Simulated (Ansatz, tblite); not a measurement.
# AgI with GFN2-xTB from a Python script

These are simulated results from tblite 0.8.0, not measurements. The cell was built from a prototype and was relaxed with r2SCAN in plane waves (Ansatz 0.2.0). Not every such cell is a known phase. All runs are without spin polarisation.

Space group F-43m (No. 216), cubic; conventional cell a = 6.577 Å, 35.57 Å³ an atom. Ag is surrounded by 4 I at 2.85 Å; I is surrounded by 4 Ag at 2.85 Å.

tblite solves periodic systems at the zone centre alone, so the script builds a cluster of 2×2×2 conventional cells (64 atoms), which folds in a coarse mesh of k points.

Input script:

```python
import json
from ase import Atoms
from ase.build import make_supercell
from ase.units import Bohr, GPa, Hartree
from tblite.interface import Calculator

atoms = Atoms(['Ag', 'I'],
              cell=[[0.0, 3.288575, 3.288575], [3.288575, 0.0, 3.288575], [3.288575, 3.288575, 0.0]],
              scaled_positions=[[-0.0, 0.0, 0.0], [0.25, 0.25, 0.25]],
              pbc=True)
cluster = make_supercell(atoms, [[-2, 2, 2], [-2, -2, 2], [2, -2, 2]])
calc = Calculator('GFN2-xTB', cluster.numbers, cluster.positions / Bohr, lattice=cluster.cell[:] / Bohr, periodic=cluster.pbc)
calc.set('temperature', 0.02 / Hartree)
calc.set('max-iter', 150)
res = calc.singlepoint()
levels = res.get('orbital-energies') * Hartree
nv = round(res.get('orbital-occupations').sum() / 2)
cells = len(cluster) // len(atoms)
out = {'energy_per_cell': res.get('energy') * Hartree / cells, 'homo': levels[nv - 1], 'lumo': levels[nv],
       'stress': (-res.get('virial') * Hartree / cluster.get_volume() / GPa).tolist(), 'charges': res.get('charges')[:len(atoms)].tolist(), 'electrons': 2 * nv / cells}
json.dump(out, open('results.json', 'w'))
for key, value in out.items():
    print(key, value)
```

Command: `python run.py`. It took 4.4 s on 1 thread of Arm Neoverse V1, on a shared host, peak memory 0.14 GiB.

What it printed:

```
------------------------------------------------------------
  cycle        total energy    energy error   density error
------------------------------------------------------------
      1     -250.9936571424  -2.5141745E+02   1.6648909E-01
      2     -251.4733624870  -4.7970534E-01   9.9541656E-02
      3     -251.4737580872  -3.9560020E-04   3.6817609E-02
      4     -251.4740259438  -2.6785662E-04   9.0722663E-04
      5     -251.4740448576  -1.8913783E-05   4.2293460E-04
      6     -251.4740455363  -6.7878346E-07   2.1364651E-05
      7     -251.4740455680  -3.1665564E-08   3.0368105E-06
------------------------------------------------------------

 total:                                   3.668 sec
energy_per_cell -213.84241653313563
homo -9.87053812740545
lumo -4.4801738948626495
stress [[2.1660127589230784, -2.972447805965501e-08, 2.9724503213854524e-08], [-2.9724478294061522e-08, 2.1660127589231872, 2.972447644555807e-08], [2.9724503201611153e-08, 2.9724476435758672e-08, 2.1660127589230407]]
charges [0.14089383369706976, -0.1408938054990631]
electrons 18.0
```

The cycle table is in hartree for the whole cluster, and the lines after it are in eV (the energy for one cell). The printed stress is in GPa and positive in compression, and the pressure is its mean diagonal.

GFN2-xTB gives a gap of 5.39 eV. On the same cell, plane-wave PBE (Ansatz, 6×6×6 k points and the special points) gives a gap of 1.34 eV and r2SCAN a gap of 1.82 eV; on shared hosts these took about 3.7 and 8.8 core-seconds on the 2-atom cell, against 4.4 for the script. Spin-orbit coupling, left out in all these runs, can cut or reorder the gap by tenths of an eV, up to about 1 eV with Pb or Bi. xTB was fitted to molecules, so gaps, charges and pressures of solids can be far off, and the gap also depends on the size of the cluster.

The same script was run on cells scaled at fixed shape and fractional coordinates:

```json
{"volume (Å³/atom)": "31.30", "energy (meV/atom)": "147.8", "pressure (GPa, positive in compression)": "9.74", "gap (eV)": "5.46"}
{"volume (Å³/atom)": "33.43", "energy (meV/atom)": "49.2", "pressure (GPa, positive in compression)": "5.33", "gap (eV)": "5.46"}
{"volume (Å³/atom)": "35.57", "energy (meV/atom)": "0.0", "pressure (GPa, positive in compression)": "2.17", "gap (eV)": "5.39"}
{"volume (Å³/atom)": "37.70", "energy (meV/atom)": "-13.1", "pressure (GPa, positive in compression)": "-0.11", "gap (eV)": "5.28"}
{"volume (Å³/atom)": "39.83", "energy (meV/atom)": "-0.1", "pressure (GPa, positive in compression)": "-1.75", "gap (eV)": "5.14"}
```

A Birch-Murnaghan fit puts the minimum at 37.59 Å³/atom, 5.7 % above the given cell, with a bulk modulus of 34.9 GPa at fixed shape.

xTB was fitted mostly to molecules, and a small cluster samples few k points, so gaps, pressures and kinks along a curve can be far from a solid's.

Spin-orbit coupling is left out, which matters wherever the heavy atoms make up the band edges.
